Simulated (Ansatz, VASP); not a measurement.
**Au: VASP beside Ansatz**

```
Au
1.0
     0.00000    2.02880    2.02880
     2.02880    0.00000    2.02880
     2.02880    2.02880    0.00000
Au
1
Direct
  0.00000 0.00000 0.00000
```

Alike in both runs: functional LDA; k mesh 8 × 8 × 8; occupations gaussian, width 0.1 eV; no spin polarisation.

Ansatz relaxed the structure, and its values are those at the end. VASP's run is a single point on that final structure, the one shown.

|  | VASP | Ansatz |
| --- | --- | --- |
| version | VASP 6.6.1 | Ansatz 0.2.0 |
| potentials or method | VASP PAW LDA potentials, release 64 (Au) | scalar-relativistic, plane waves, PAW |
| plane-wave cutoff (eV) | 520 | 420 |
| valence electrons in the cell | 11 | 19 |

Ansatz gave:

- gap on the k mesh at the Fermi level (eV): none
- pressure (GPa): -0.4

**Question.** Which values does VASP return?

**Answer.** gap on the k mesh at the Fermi level (eV): none; pressure (GPa): 0.1.

A gap of «none» marks a metal or a gap that the smearing closes. The two sets of potentials don't hold the same shells in valence.

The runs have no spin-orbit coupling, so splittings on Au are missing.
